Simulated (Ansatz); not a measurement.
An Ansatz input:

```yaml
crystal:
  lattice:
    - [0.0, 3.8051449994, 3.8051449994]
    - [3.8051449994, 0.0, 3.8051449994]
    - [3.8051449994, 3.8051449994, 0.0]
  atoms:
    - { symbol: Ba, position: [0.125, 0.125, 0.125] }
    - { symbol: Ba, position: [0.875, 0.875, 0.875] }
hamiltonian:
  xc: pbe
  pseudopotentials:
    kind: paw
    azcp:
      Ba: "pseudopotentials/Ba.paw.azcp"
basis:
  ecutwfc: 420
  fft_grid_basis: typed
kpoints:
  mp_grid: { grid: [8, 8, 8], shift: [0, 0, 0] }
magnetization:
  spin_polarized: false
scf:
  occupations: { method: fermi_dirac, width: 0.1 }
  lower_state_search: "off"
output:
  stress: true
```

Terminal output

```
Engine: ansatz 0.2.0, x86_64-unknown-linux-gnu
Pseudopotentials: kind: paw
Pseudopotential: Ba, paw, valence charge 10, recommended cutoff 420 eV (normal) 
Functional definition: PBE
  parameter kappa = 0.804
  parameter beta = 0.06672455060314922
  exchange = pbe_x(kappa = kappa, mu = beta*pi^2/3)
  correlation = pbe_c(beta = beta)
Crystal: 2 atoms, lattice volume = 110.190 Å³
Basis set: ecut = 420 eV, 2109 PW (Γ)
Bands: 14, of which v1, the nominal top of the filled ones, is band 10 counted from 1 (9 counted from 0)
Symmetry: 48 space group operations
Space group: Fd-3m (ITA 227), of the structure as read, at distance tolerance 4.8e-5 Å
k-points: 29 of 512
Non-local potential: Ba, projectors of the file, l = 0: 3, l = 1: 2, l = 2: 2, l = 3: 2
PAW form: soft (Blöchl's): semilocal exchange-correlation on the pseudo side does not see the compensation charge
PAW one-centre angular grid: Ba, 194 points (default); XC on 64 Gauss nodes
Initial density: superposition of atomic densities (neutral atoms: chi_scale 0, normalization atom), corrected by the library's trained network
Initial wavefunctions: pseudopotential atomic-orbital guess
Functional: x = pbe(κ = 0.804, μ = 0.2195149727645171), c = pbe(β = 0.06672455060314922)
SCF iter   1: F=—  HF=-11897.197536 eV  |F-HF|=—  |Δ(HF+E_count)|=         —  Δρ=4.03e-3  dr2=1.31e-2  ethr=1.77e-3  ⟨swp⟩=9.2  Hψ=2938  notcnv=0
SCF iter   2: F=—  HF=-11897.200748 eV  |F-HF|=—  |Δ(HF+E_count)|=   3.21e-3  Δρ=2.47e-3  dr2=6.15e-3  ethr=6.54e-5  ⟨swp⟩=1.2  Hψ=648  notcnv=0
SCF iter   3: F=—  HF=-11897.203551 eV  |F-HF|=—  |Δ(HF+E_count)|=   2.80e-3  Δρ=4.56e-4  dr2=5.49e-4  ethr=3.07e-5  ⟨swp⟩=2.2  Hψ=502  notcnv=0
SCF iter   4: F=—  HF=-11897.203533 eV  |F-HF|=—  |Δ(HF+E_count)|=   1.83e-5  Δρ=7.70e-5  dr2=1.14e-5  ethr=2.74e-6  ⟨swp⟩=2.1  Hψ=518  notcnv=0
SCF iter   5: F=—  HF=-11897.203534 eV  |F-HF|=—  |Δ(HF+E_count)|=   7.85e-7  Δρ=2.57e-5  dr2=8.28e-7  ethr=5.70e-8  ⟨swp⟩=2.1  Hψ=662  notcnv=0
SCF iter   6: F=-11897.203534 eV  HF=-11897.203534 eV  |F-HF|=2.09e-8  |Δ(HF+E_count)|=   8.08e-7  Δρ=4.35e-6  dr2=2.04e-8  ethr=5.00e-10  ⟨swp⟩=5.0  Hψ=1721  notcnv=0
SCF 1 converged in 6 iterations: F = -11897.203534 eV  dr2 = 2.04e-8
SCF converged after 6 iterations
Free energy (F): -11897.203534 eV
Harris-Foulkes:  -11897.203534 eV  (|F-HF|=2.09e-8)
Internal energy: -11897.126527 eV  (E = F + TS)
E sigma→0 (E₀):  -11897.165031 eV
Entropy (-TS):   -0.077007 eV (-38.504 meV/atom)
Fermi energy:    6.560614 eV
--- Per-component energies (eV) ---
  E_band       = -158.578395
  E_kinetic    = 339.249031
  E_local      = -818.991717  (includes V_loc(G=0)·N_el)
  E_nonlocal   = 115.025600
  E_hartree    = 274.325116
  E_xc         = -335.474782
  E_vxc        = -270.845104  (∫ρ·V_xc dr)
  E_paw        = -10452.008440  (= ΣΔE_a)
  E_vpaw       = -71.668232  (= ΣTr[D̂ρ^β])
  E_aug_tail   = -0.000004  (compensation charges beyond the density's cutoff)
  E_ewald      = -1019.251331
  E_smearing   = -0.077007  (= −TS)
  E_closure    = 0.000000  (closes the sum)
  Σ components = -11897.203534   (vs F -11897.203534, Δ=0.00e0)
--- Stress (GPa, compression-positive) ---
        0.283687      -0.000000       0.000000
       -0.000000       0.283687       0.000000
        0.000000      -0.000000       0.283687
  P = ⅓ Tr σ = 0.2837 GPa (2.837 kbar)
```

Command:

```sh
ansatz run input.yaml --threads 1 --pin off --max-ram 3584MiB --backend cpu --events-out ev --progress --plain --runs-dir out
```

On 1 thread of Intel(R) Xeon(R) Platinum 8259CL CPU @ 2.50GHz (Skylake/Cascade Lake) (shared host) this took about 3.2 s of wall time and 3.1 s of CPU time.
